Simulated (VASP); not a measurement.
# Li (Im-3m) in VASP: further runs

The runs below take Li through relaxation of cell and atoms, with PBEsol.

All numbers are computed with VASP 6.6.1; they aren't measurements. Logs are shortened: lines on timing, memory, paths and dates and some standing lists are left out, and cuts for length are marked.

### Step 1. The crystal as given

Symmetry: Im-3m, No. 229, cubic system. Conventional cell: a = 3.509 Å, b = 3.509 Å, c = 3.509 Å, α = 90.00°, β = 90.00°, γ = 90.00°. Li (site symmetry m-3m) has 8 Li at 3.04 Å as nearest neighbours.

### Step 2. Relaxation of cell and atoms, PBEsol

INCAR

```
ALGO     = Normal         # electronic algorithm
EDIFF    = 1E-6           # SCF threshold, eV
EDIFFG   = -0.01          # ionic threshold
ENCUT    = 600            # plane-wave cutoff, eV
GGA      = PS             # functional
IBRION   = 2              # ionic algorithm
ISIF     = 3              # what is computed and relaxed
ISMEAR   = 1              # smearing method
LASPH    = True           # aspherical terms in the spheres
LCHARG   = False          # write CHGCAR
LREAL    = False          # projectors in reciprocal space
LWAVE    = False          # write WAVECAR
NELM     = 80             # most SCF steps
NSW      = 90             # ionic steps
PREC     = Accurate       # precision mode
SIGMA    = 0.1            # smearing width, eV
```

KPOINTS

```
k-points
0
Gamma
  18 18 18
```

POSCAR

```
Li
1.0
   -1.7546500000      1.7546500000      1.7546500000
    1.7546500000     -1.7546500000      1.7546500000
    1.7546500000      1.7546500000     -1.7546500000
Li
1
Direct
    0.0000000000      0.0000000000      0.0000000000
```

Potentials or basis: VASP PAW PBE potentials, release 64 (Li_sv).

Command:

```console
> cat potpaw_PBE.64/Li_sv/POTCAR > POTCAR
> mpirun -np 1 vasp_std > vasp.out
```

OUTCAR:

```text
EDIFF = 1E-6
   EDIFFG = -0.01
   ENCUT = 600
   GGA = PS
   IBRION = 2
   ISIF = 3
   ISMEAR = 1
   LASPH = True
   LREAL = False
   NELM = 80
   NSW = 90
   PREC = Accurate

 ion  position               nearest neighbor table
   1  0.000  0.000  0.000-

  LATTYP: Found a body centered cubic cell.
 ALAT       =     3.5093000000

  Lattice vectors:

 A1 = (  -1.7546500000,   1.7546500000,   1.7546500000)
 A2 = (   1.7546500000,  -1.7546500000,   1.7546500000)
 A3 = (   1.7546500000,   1.7546500000,  -1.7546500000)

Analysis of symmetry for initial positions (statically):
=====================================================================
 Subroutine PRICEL returns:
 Original cell was already a primitive cell.

 Routine SETGRP: Setting up the symmetry group for a
 body centered cubic supercell.

 Subroutine GETGRP returns: Found 48 space group operations
 (whereof 48 operations were pure point group operations)
 out of a pool of 48 trial point group operations.

The static configuration has the point symmetry O_h .

Analysis of symmetry for dynamics (positions and initial velocities):
=====================================================================
 Subroutine PRICEL returns:
 Original cell was already a primitive cell.

 Routine SETGRP: Setting up the symmetry group for a
 body centered cubic supercell.

 Subroutine GETGRP returns: Found 48 space group operations
 (whereof 48 operations were pure point group operations)
 out of a pool of 48 trial point group operations.

The dynamic configuration has the point symmetry O_h .

 Subroutine INISYM returns: Found 48 space group operations
 (whereof 48 operations are pure point group operations),
 and found     1 'primitive' translations

----------------------------------------------------------------------------------------

                                     Primitive cell

  volume of cell :      21.6088

  direct lattice vectors                    reciprocal lattice vectors
    -1.754650000  1.754650000  1.754650000     0.000000000  0.284957114  0.284957114
     1.754650000 -1.754650000  1.754650000     0.284957114  0.000000000  0.284957114
     1.754650000  1.754650000 -1.754650000     0.284957114  0.284957114  0.000000000

  length of vectors
     3.039142950  3.039142950  3.039142950     0.402990215  0.402990215  0.402990215

  position of ions in fractional coordinates (direct lattice)
[... 89 lines left out ...]
   NUPDOWN=      -1.0000    fix difference up-down
   EMIN   =  10.00;   EMAX   =-10.00  energy-range for DOS
   EFERMI =   0.00;   METHOD = LEGACY
   ISMEAR =     1;   SIGMA  =   0.10  broadening in eV -4-tet -1-fermi 0-gaus
   EFERMI_NEDOS =   21; number of points for ismear=-14 and -15
   IALGO  =     38    algorithm
   IMIX   =      4    mixing-type and parameters
     AMIX     =   0.40;   BMIX     =  1.00
     AMIX_MAG =   1.60;   BMIX_MAG =  1.00
  volume/ion in A,a.u.               =      21.61       145.82
  Fermi-wavevector in a.u.,A,eV,Ry     =   0.847692  1.601906  9.776898  0.718582
  Thomas-Fermi vector in A             =   1.963238
   LORBIT       =      0    0 simple, 1 ext, 2 COOP (PROOUT), +10 PAW based schemes
   GGA     = PS    functional components
   LHFCALC =     F    Hartree Fock is set to
   AEXX    =    0.0000 exact exchange contribution
   IVDW    =     0    specifies the selected vdW correction
   LEPSILON=     F    determine dielectric tensor
   LRPA    =     F    only Hartree local field effects (RPA)
 conjugate gradient relaxation of ions
 non-spin polarized calculation
 Methfessel and Paxton  Order N= 1 SIGMA  =   0.10
  energy-cutoff  :      600.00
  volume of cell :       21.61
 maximum number of plane-waves:       736
   NGX = 13   NGY = 13   NGZ = 13

--------------------------------------- Ionic step        1  -------------------------------------------

 number of electron       2.9999991 magnetization

 Free energy of the ion-electron system (eV)
  ---------------------------------------------------
  ext. energy  EPLUGINS =         0.00000000
  ---------------------------------------------------
  free energy    TOTEN  =        -1.96323547 eV

  energy without entropy =       -1.96299020  energy(sigma->0) =       -1.96315372

------------------------ aborting loop because EDIFF is reached ----------------------------------------

  FORCE on cell =-STRESS in cart. coord.  units (eV):
  Direction    XX          YY          ZZ          XY          YZ          ZX
  --------------------------------------------------------------------------------------
  -------------------------------------------------------------------------------------
  Total       -0.1240482     -0.1240482     -0.1240482      0.0000000     -0.0000000     -0.0000000
  in kB       -9.1974924     -9.1974924     -9.1974924      0.0000000     -0.0000000     -0.0000000
  external PRESSURE =      -9.1974924 kB  Pullay stress =       0.0000000 kB
[... 92 lines left out ...]
--------------------------------------- Ionic step        4  -------------------------------------------

 number of electron       3.0000004 magnetization

 Free energy of the ion-electron system (eV)
  ---------------------------------------------------
  ext. energy  EPLUGINS =         0.00000000
  ---------------------------------------------------
  free energy    TOTEN  =        -1.96819283 eV

  energy without entropy =       -1.96793766  energy(sigma->0) =       -1.96810778

 E-fermi :   0.6726     XC(G=0):  -7.0544

 val. band max:        0.6463904978   @ k =   0.2778   0.2222   0.0000
 cond. band min:       0.6981996280   @ k =   0.3333   0.1667   0.0000
 fundamental gap:      0.0518091301
 Fermi energy:         0.6726248567

 k-point     1 :       0.0000    0.0000    0.0000
  band No.  band energies     occupation
      1     -45.2143      2.00000
      2      -2.9083      2.00000
      3      15.4504      0.00000
      4      15.4504      0.00000
      5      15.4504      0.00000
[... 177 lines left out ...]
 k-point    24 :       0.3889    0.1111    0.0000
  band No.  band energies     occupation
      1     -45.1929      2.00000
      2       0.7851     -0.06739
      3       4.5056      0.00000
      4       9.9758      0.00000
      5      11.7470      0.00000

 [... further k-points ...]

------------------------ aborting loop because EDIFF is reached ----------------------------------------

  FORCE on cell =-STRESS in cart. coord.  units (eV):
  Direction    XX          YY          ZZ          XY          YZ          ZX
  --------------------------------------------------------------------------------------
  -------------------------------------------------------------------------------------
  Total        0.0016304      0.0016304      0.0016304      0.0000000      0.0000000     -0.0000000
  in kB        0.1307890      0.1307890      0.1307890      0.0000000      0.0000000     -0.0000000
  external PRESSURE =       0.1307890 kB  Pullay stress =       0.0000000 kB
[... 16 lines left out ...]
  FREE ENERGIE OF THE ION-ELECTRON SYSTEM (eV)
  ---------------------------------------------------
  free  energy   TOTEN  =        -1.9681928340 eV

  energy  without entropy=       -1.9679376624  energy(sigma->0) =       -1.96810778

 reached required accuracy - stopping structural energy minimisation
```

CONTCAR:

```text
Li
   1.00000000000000
    -1.7091975746552726    1.7091975746552726    1.7091975746552726
     1.7091975746552726   -1.7091975746552726    1.7091975746552726
     1.7091975746552726    1.7091975746552726   -1.7091975746552726
  Li
     1
Direct
     1.0000000000000000    1.0000000000000000    0.0000000000000000

  0.00000000E+00  0.00000000E+00  0.00000000E+00
```

Run time: 56 s. Hardware: 1 thread of AMD EPYC 7R43 (Zen 3), shared host; peak memory 0.1 GiB.

What came out:

```yaml
Free_energy: -1.9682 eV
Relaxed_volume: 19.97 Å³/atom
Relaxed_cell: a = 2.960 Å, b = 2.960 Å, c = 2.960 Å, α = 109.47°, β = 109.47°, γ = 109.47°
Space_group_after_relaxing_to_0.05_Å: Im-3m (No. 229)
Energy_gained_by_relaxing: 5.0 meV/atom
Ionic_steps: 4
Pressure_after_relaxing: 0.0 GPa
Band_gap_on_the_k_mesh: none (metal or under the smearing width)
```

Step by step:
```
step  energy change (eV)  largest force (eV/Å)  pressure (GPa)  volume (Å³)
   1              0.0000                0.0000           -0.92        21.61
   2             -0.0020                0.0000           -0.73        21.22
   3             -0.0048                0.0000           -0.18        20.26
   4             -0.0050                0.0000            0.01        19.97
```

Final structure:
```yaml
crystal:
  lattice:
    - [-1.70920, 1.70920, 1.70920]
    - [1.70920, -1.70920, 1.70920]
    - [1.70920, 1.70920, -1.70920]
  atoms:
    - { symbol: Li, position: [0.00000, 0.00000, 0.00000] }
```

Levels at points of the mesh, in eV from the Fermi level:
| k point | band 1 | band 2 | band 3 | band 4 | band 5 |
| --- | --- | --- | --- | --- | --- |
| (0.00, 0.00, 0.00) | -45.89 | -3.58 | 14.78 | 14.78 | 14.78 |
| (0.50, 0.00, 0.00) | -45.87 | 0.24 | 3.31 | 10.48 | 11.96 |
| (0.50, 0.50, 0.50) | -45.85 | 5.57 | 5.57 | 5.57 | 7.83 |

Caveat: the cutoff is under 1.25 times the usual one of these potentials, so pressure, stress and relaxed cells hold a basis-set (Pulay) error; the PAW data sets were made with another functional, which shifts forces and pressure a little.

### Step 3. Relaxation of cell and atoms, PBEsol

This run uses another cell than the first one, of 19.97 Å³/atom, 0.924 times its volume.

INCAR: that of step 2 with these lines changed.

```diff
@@ -1,4 +1,4 @@
 ALGO     = Normal         # electronic algorithm
-EDIFF    = 1E-6           # SCF threshold, eV
-EDIFFG   = -0.01          # ionic threshold
+EDIFF    = 1E-7           # SCF threshold, eV
+EDIFFG   = -0.005         # ionic threshold
 ENCUT    = 600            # plane-wave cutoff, eV
```

KPOINTS is that of step 2.

POSCAR

```
Li                                      
1.0
   -1.7091975747      1.7091975747      1.7091975747
    1.7091975747     -1.7091975747      1.7091975747
    1.7091975747      1.7091975747     -1.7091975747
  Li            
     1
Direct
     1.0000000000000000    1.0000000000000000    0.0000000000000000
```

Potentials or basis: VASP PAW PBE potentials, release 64 (Li_sv).

Command:

```console
> cat potpaw_PBE.64/Li_sv/POTCAR > POTCAR
> mpirun -np 1 vasp_std > vasp.out
```

Wall time 28 s (1 thread of AMD EPYC 7R43 (Zen 3), shared host); peak memory 0.11 GiB.

It converged, with:

```yaml
Free_energy: -1.9663 eV
Relaxed_volume: 19.99 Å³/atom
Relaxed_cell: a = 2.961 Å, b = 2.961 Å, c = 2.961 Å, α = 109.47°, β = 109.47°, γ = 109.47°
Space_group_after_relaxing_to_0.05_Å: Im-3m (No. 229)
Energy_gained_by_relaxing: 0.0 meV/atom
Ionic_steps: 2
Pressure_after_relaxing: 0.0 GPa
Band_gap_on_the_k_mesh: none (metal or under the smearing width)
```

Final structure:
```xyz
1
Lattice="-1.7097 1.7097 1.7097 1.7097 -1.7097 1.7097 1.7097 1.7097 -1.7097" Properties=species:S:1:pos:R:3 pbc="T T T"
Li   -1.7097    1.7097    1.7097
```

Levels at points of the mesh, in eV from the Fermi level:
```
           k point  band 1  band 2  band 3  band 4
(0.00, 0.00, 0.00)  -45.89   -3.58   14.77   14.77
(0.50, 0.00, 0.00)  -45.87    0.23    3.30   10.47
(0.50, 0.50, 0.50)  -45.85    5.57    5.57    5.57
```

Caveat: the cutoff is under 1.25 times the usual one of these potentials, so pressure, stress and relaxed cells hold a basis-set (Pulay) error; the PAW data sets were made with another functional, which shifts forces and pressure a little.
